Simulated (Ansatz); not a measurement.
An axial Ising model for the polytypes of MgS

These are results of DFT PBE, scalar-relativistic, plane waves, PAW (Ansatz 0.2.0), not measurements.

Cutoff 420 eV, Γ-centred meshes of like density (9×9×3 for the 6-atom cell), Gaussian smearing of 0.02 eV, energies at zero smearing and 0 K, each start's symmetry kept, no spin polarisation.

Close-packed stackings of MgS (double layers of a tetrahedral net) were relaxed in cell and atoms. Energies are per layer, over the stacking AB. Give each step between layers a spin, σ = +1 for A→B, B→C, C→A and −1 for the reverse, and write the energy per layer as E = E₀ − J₁⟨σᵢσᵢ₊₁⟩ − J₂⟨σᵢσᵢ₊₂⟩.

```tsv
stacking	⟨σᵢσᵢ₊₁⟩	⟨σᵢσᵢ₊₂⟩	E − E(AB) (meV/layer)
AB	-1	1	0
ABC	1	1	17.7
ABCB	0	-1	9.3
ABCACB	0.333	-0.333	12.1
ABABACAC	-0.5	0	4.8
ABCABCAB	0.5	0.5	13.6
```

Task: Fit J₁ and J₂, and predict the energy of ABACB.

Result: Over AB the model reads ΔE = −J₁(⟨σᵢσᵢ₊₁⟩ + 1) − J₂(⟨σᵢσᵢ₊₂⟩ − 1). Least squares on the 5 rows under AB gives J₁ = -8.88 and J₂ = 0.24 meV, with a residual of 0.11 meV rms. For ABACB the averages are 0.2 and 0.2, so ΔE = 10.8 meV a layer; the calculation gives 11.0. The two couplings carry this family well.

Task: Which of AB, ABC, ABAC and ABCACB does the model put lowest, and what do isolated faults cost in AB stacking?

Result: Over AB the four lie at 0, −2J₁, −J₁ + 2J₂ and (4/3)(J₂ − J₁): AB 0.0, ABC 17.8, ABAC 9.4, ABCACB 12.2 meV a layer, so AB is lowest. A fault turns some spins; counting the pairs that change sign and dividing by the area of a layer's cell, (√3/2)a² = 14.12 Å² with the cells' mean a = 4.038 Å (1 meV/Å² = 16.02 mJ/m²): fault I₁ (one cubic layer) −2J₁ + 4J₂ = 18.7 meV, 21 mJ/m²; fault I₂ (two cubic layers) 4(J₂ − J₁) = 36.5 meV, 41 mJ/m². These are model values: no fault cell was computed here.

None of these stackings is the usual structure of the substance.